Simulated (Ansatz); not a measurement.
All numbers below come from Ansatz 0.2.0, DFT PBE, scalar-relativistic, plane waves, PAW. Settings: cutoff 420 eV, Γ-centred meshes spaced at most about 0.3 Å⁻¹, and about 0.25 Å⁻¹ or finer for metals (2π included), Gaussian smearing. No spin polarisation.

Temperature and zero-point effects are left out.

Compare these two cells of Mg7O, each relaxed at this level.

A.

```cif
data_structure
_symmetry_space_group_name_H-M 'P6/mmm'
_symmetry_Int_Tables_number 191
_cell_length_a 5.8159
_cell_length_b 5.8159
_cell_length_c 5.7883
_cell_angle_alpha 90.000
_cell_angle_beta 90.000
_cell_angle_gamma 120.000
_cell_volume 169.56
loop_
_atom_site_label
_atom_site_type_symbol
_atom_site_symmetry_multiplicity
_atom_site_Wyckoff_symbol
_atom_site_fract_x
_atom_site_fract_y
_atom_site_fract_z
_atom_site_occupancy
Mg1 Mg 6 i 0.50000 0.00000 0.75158 1
Mg2 Mg 1 b 0.00000 0.00000 0.50000 1
O1 O 1 a 0.00000 0.00000 0.00000 1
```

B.

```cif
data_structure
_symmetry_space_group_name_H-M 'Fm-3m'
_symmetry_Int_Tables_number 225
_cell_length_a 8.6454
_cell_length_b 8.6454
_cell_length_c 8.6454
_cell_angle_alpha 90.000
_cell_angle_beta 90.000
_cell_angle_gamma 90.000
_cell_volume 646.19
loop_
_atom_site_label
_atom_site_type_symbol
_atom_site_symmetry_multiplicity
_atom_site_Wyckoff_symbol
_atom_site_fract_x
_atom_site_fract_y
_atom_site_fract_z
_atom_site_occupancy
Mg1 Mg 24 d 0.25000 0.25000 0.00000 1
Mg2 Mg 4 b 0.50000 0.00000 0.00000 1
O1 O 4 a 0.00000 0.00000 0.00000 1
```

Question: Which is lower in energy, and by how much?

Answer: B is lower, by 191 meV/atom. A has space group P6/mmm (No. 191), 21.2 Å³/atom and no gap on its mesh; B has space group Fm-3m (No. 225), 20.2 Å³/atom and no gap. Counting Mg atoms around O (those within 1.25 times the shortest such distance or 1.15 times the sum of covalent radii; a plus sign parts nearer from farther groups; the shortest distance is added where it is long for a bond), A has O 2+12 from 2.9 Å and B has O 12 from 3.1 Å. The denser one is the lower, and pressure would at first widen the difference. In A, Mg on a site of symmetry 2mm has 6 Mg at 2.88–2.91 Å, 2 O at 3.24 Å and 2 Mg at 3.25 Å; around Mg on a site of symmetry 6/mmm lie 2 O at 2.89 Å and 12 Mg at 3.25 Å; O has 2 Mg at 2.89 Å and 12 Mg at 3.24 Å. In B, Mg on a site of symmetry mmm is surrounded by 10 Mg at 3.06 Å and 2 O at 3.06 Å; Mg on a site of symmetry m-3m is surrounded by 12 Mg at 3.06 Å; around O lie 12 Mg at 3.06 Å (long contacts). Both come from invented guesses.

Cells relaxed within their symmetry can be saddle points.

The preference for B probably comes from the magnesium framework rather than from Mg–O bonding. B is an ordered substitution on a face-centred cubic lattice, with even metal contacts of 3.06 Å, whereas A combines compressed Mg–Mg contacts of 2.88–2.91 Å with others at 3.25 Å and packs less densely. A also has the shorter closest Mg–O distance, yet lies higher, so that closer approach does not decide the order.

In both cells oxygen occupies a metal-sized site, and every Mg–O contact is far longer than the bond in rocksalt MgO. The small, strongly electronegative oxygen is therefore poorly bound, and symmetry keeps it from moving towards a few magnesium neighbours. The missing gap fits the composition: oxide formation takes up only a small part of the magnesium valence electrons, leaving the rest in metallic states.

The energy difference thus ranks two unfavourable oxygen environments and does not show that B would survive against separation into magnesium metal and MgO, the outcome expected from the known chemistry.
